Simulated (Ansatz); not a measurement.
# All-electron card of Si2W

```
Si W
1.0
    -1.60600    1.60600    3.94000
     1.60600   -1.60600    3.94000
     1.60600    1.60600   -3.94000
Si W
2 1
Direct
  0.33300 0.33300 0.00000
  0.66700 0.66700 0.00000
  0.00000 0.00000 0.00000
```

Atoms are numbered in the order listed.

The cell is COD entry 1010283, as deposited and not checked against the literature; nothing was relaxed. It differs from other determinations.

Spin–orbit coupling is left out, though it moves levels of the heavy atoms by tenths of an eV or more.

All numbers are computed: DFT, PBE, all-electron LAPW, scalar-relativistic (Ansatz 0.2.0); DFT, PBE, PAW with Ansatz's default frozen-core files, scalar-relativistic (Ansatz 0.2.0).

For LAPW: a Γ-centred 18×18×18 k mesh, Fermi–Dirac smearing of 0.03 eV, basis error target 0.5 meV/atom, no spin polarisation. PAW takes a cutoff of 420 eV at this cell. The Ansatz runs share mesh, smearing and spin set-up. Values come from LAPW unless marked.

```yaml
Löwdin_charges_with_0.23_e_of_the_cell_spilling_out_of_the_atomic_basis_so_their_sizes_and_signs_hang_on_that_basis: Si1 0.07, W3 0.09 e
Volume_per_atom: 13.55 Å³
```

(1) Predict this quantity. Largest force.

(2) Band gap: what does the calculation give?

(3) Give the computed value. Stress xx, yy, zz (compression positive).

(4) Predict this quantity. Density of states at the Fermi level (0.2 eV bin).

(5) Bader charges (from the PAW run): what does the calculation give?

(6) Predict this quantity. Pressure at this cell.

Results:

(1) 0.228 eV/Å on Si1.

(2) none: bands cross the Fermi level, a metal.

(3) 2.54, 2.54, -0.14 GPa.

(4) 0.24 states/eV per cell.

(5) Si1 -0.05, W3 +0.10 e.

(6) 16.4 kbar.
